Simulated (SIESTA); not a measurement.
# TiO2 (Anatase) under changes of volume

One of the cells (11.354 Å³/atom); the others are scaled copies at fixed shape and fractional positions:

```xyz
6
Lattice="-1.8921 1.8921 4.7573 1.8921 -1.8921 4.7573 1.8921 1.8921 -4.7573" Properties=species:S:1:pos:R:3 pbc="T T T"
Ti    0.0000    1.8921    2.3786
Ti    0.0000    0.0000    0.0000
O     0.0000    0.0000    7.5346
O     0.0000    1.8921    0.3987
O     0.0000    1.8921    4.3586
O     0.0000    0.0000    1.9800
```

| Quantity | Value |
| --- | --- |
| Program | SIESTA 5.4.2 |
| Functional | PBEsol |
| Potentials or basis | PseudoDojo 0.4 standard (PBEsol files) |
| Basis | DZP (energy shift 0.003 Ry; two zetas on semicore shells) |
| Grid cutoff | 800 Ry |
| Energy shift | 0.003 Ry |
| k mesh | 7 × 7 × 7 |
| Occupations | fermi-dirac, width 0.05 eV |
| Spin | no spin polarisation |

```csv
volume (Å³/atom),energy over the lowest point (meV/atom),pressure (GPa),gap on the mesh (eV),largest force (eV/Å)
10.673,45.86,19.0,2.07,0.513
10.900,23.20,13.1,2.03,0.359
11.127,8.52,7.7,1.99,0.214
11.354,1.07,2.9,1.95,0.082
11.581,0.00,-1.4,1.91,0.041
11.808,4.87,-5.4,1.88,0.155
12.035,?,?,?,?
```

Task: What does the run at 12.035 Å³/atom give?

Result: Energy over the lowest point 15.05 meV/atom; pressure -8.9 GPa; gap on the mesh 1.84 eV; largest force 0.263 eV/Å.

Worked out: A Birch-Murnaghan fit of order 3 (a polynomial in V^(-2/3)) to the other rows has its minimum at 11.50 Å³/atom with B0 = V·E''(V) = 216 GPa and B' = 4.2 at fixed shape and positions, which overstates the stiffness. It gives 14.97 meV/atom at 12.035 Å³/atom, against the run's 15.05, and -dE/dV = -8.9 GPa, against -8.9. A straight line through the other rows of the gap, of slope -1.91 eV per unit of ln V, extrapolates to 1.84 eV, against the run's 1.84.

Energies are extrapolated to zero smearing.

Caveats: an odd mesh through Γ misses points on the zone boundary, where band edges often lie; the basis of atomic orbitals isn't converged, which shifts pressures, moduli and gaps.
